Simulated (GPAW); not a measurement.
Consider Ga (P2_1/m).

```xyz
2
Lattice="2.7784 0.0000 0.0000 0.0000 3.2816 0.0000 -1.3434 0.0000 3.9903" Properties=species:S:1:pos:R:3 pbc="T T T"
Ga   -0.6607    2.4612    3.0732
Ga    2.0957    0.8204    0.9171
```

Absorber: atom 1, with 6 Ga at 2.71 to 2.81 Å, 2 Ga at 2.84 Å and 2 Ga at 3.28 Å (10-fold, site symmetry m). Method: GPAW, LDA, excited-electron core hole (neutral cell), 12-atom cell with 6.6 Å between holes, 4×4×4 k points, dipole transitions, Gaussian full width 1.82 eV up to 4 eV, rising linearly to 3.5 eV at 25 eV.

This is not the structure that Ga takes at ambient pressure and room temperature (space group No. 64); it is a model or a phase of other conditions.

What does the Ga K edge look like?

Main maxima up to 28 eV above the zero (height): 2.8 eV (1.31), 7.0 eV (1.27), 10.2 eV (1.28) and 19.0 eV (0.77). A K edge sees empty p states on the absorber. 

The Ga K spectrum (energy from the lowest empty level; intensity scaled to a mean of 1 over the first 20 eV; polarised curves are means over the symmetry-equivalent atoms):

```
E (eV)  isotropic  ε ∥ x  ε ∥ y  ε ∥ z
  -2.0       0.01   0.01   0.01   0.01
  -1.0       0.10   0.11   0.10   0.10
   0.0       0.50   0.51   0.53   0.47
   1.0       0.98   0.93   1.13   0.88
   2.0       1.22   1.16   1.44   1.06
   3.0       1.31   1.36   1.46   1.11
   4.0       1.22   1.23   1.31   1.13
   5.0       1.18   1.21   1.16   1.17
   6.0       1.21   1.31   1.12   1.22
   7.0       1.27   1.31   1.16   1.33
   8.0       1.21   1.25   1.13   1.24
   9.0       1.21   1.20   1.13   1.31
  10.0       1.28   1.18   1.16   1.49
  11.0       1.21   1.07   1.12   1.43
  12.0       0.96   0.92   0.90   1.07
  13.0       0.68   0.78   0.62   0.64
  14.0       0.58   0.73   0.55   0.47
  15.0       0.66   0.78   0.66   0.56
  16.0       0.76   0.81   0.76   0.70
  17.0       0.77   0.77   0.77   0.77
  18.0       0.77   0.75   0.75   0.80
  19.0       0.77   0.78   0.75   0.80
  20.0       0.75   0.78   0.72   0.76
  21.0       0.71   0.75   0.68   0.71
  22.0       0.68   0.71   0.65   0.68
  23.0       0.65   0.64   0.66   0.65
  24.0       0.63   0.55   0.72   0.62
  25.0       0.62   0.45   0.81   0.60
  26.0       0.62   0.39   0.89   0.58
  27.0       0.61   0.37   0.91   0.56
  28.0       0.60   0.37   0.89   0.53
```

The script folds with a Gaussian, whereas the core hole's own line is a Lorentzian, so the onset is too steep and the first peak too high. The mesh is coarse (0.30 Å⁻¹ between points), so small maxima may be mesh ripples. Lifetime broadening is put in by hand, and intensities beyond about 20 eV depend on it and on the partial waves; weight that the partial waves miss at high energy is lost. The structure is a computed Materials Project entry and may be a hypothetical form.

[Banner, clock and machine lines of the logs are left out without a mark of their own.]

[Logs are printed without paths, hosts, clocks, repeated set-up lines and the standing remarks that a program may print on its own settings, such as how far it seeks lower states.]

[Hosts, paths, dates, database ids (printed as entryN), source tags and the programs' standing remarks are cut or masked in the printed files.]

[Lists of maxima count a maximum above −3 eV only where it reaches 4 % of the highest in the window and stands out from its surroundings by 2 % of it (1.5 % where it reaches 55 %); shoulders and weaker maxima are passed over, and of the rest the first, up to two pre-edge ones and the few strongest are named.]
